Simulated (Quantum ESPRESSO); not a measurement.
Runs of Quantum ESPRESSO 7.5 on Ti. The structure is cubic, space group Fm-3m (No. 225). Conventional cell: a = 4.060 Å, b = 4.060 Å, c = 4.060 Å, α = 90.00°, β = 90.00°, γ = 90.00°. Around Ti (site symmetry m-3m) lie 12 Ti at 2.87 Å. This isn't the form of Ti at room conditions, which is hcp.

```csv
task,level,potentials or basis,cell,k mesh,cutoff (eV),SCF threshold,symmetry,form of the LDA correlation,gap on the mesh (eV),pressure (GPa),V0 of scaled cells (Å³/atom),B0 (GPa)
single point,PBEsol,GBRV 1.5 PBEsol,cell strained at random at fixed volume,11 × 11 × 11,612,2e-10 Ry,-,-,none,-0.4,-,-
single point,PBEsol,GBRV 1.5 PBEsol,as given,11 × 11 × 11,612,2e-10 Ry,-,-,none,-0.5,-,-
equation of state,r2SCAN,SG15 PBE 1.2,as given,8 × 8 × 8,952,1e-08 Ry,off,-,-,-,(a),115
equation of state,PBEsol,GBRV 1.5 PBEsol,as given,11 × 11 × 11,612,2e-10 Ry,-,-,-,-,(b),114
band structure,PBEsol,GBRV 1.5 PBEsol,as given,11 × 11 × 11,612,2e-10 Ry,-,-,none,-0.5,-,-
equation of state,LDA,GBRV 1.5 LDA,as given,11 × 11 × 11,612,2e-10 Ry,-,PZ81,-,-,16.01,123
```

Alike in all rows: no spin polarisation; smearing fermi-dirac 0.05 eV.

Q: Fill in the values left out.

A: (a) 17.44; (b) 16.65.

Caveats: the potentials were made for another functional, which shifts forces and pressure (some runs).

A gap of «none» marks a metal or a gap under the smearing width.
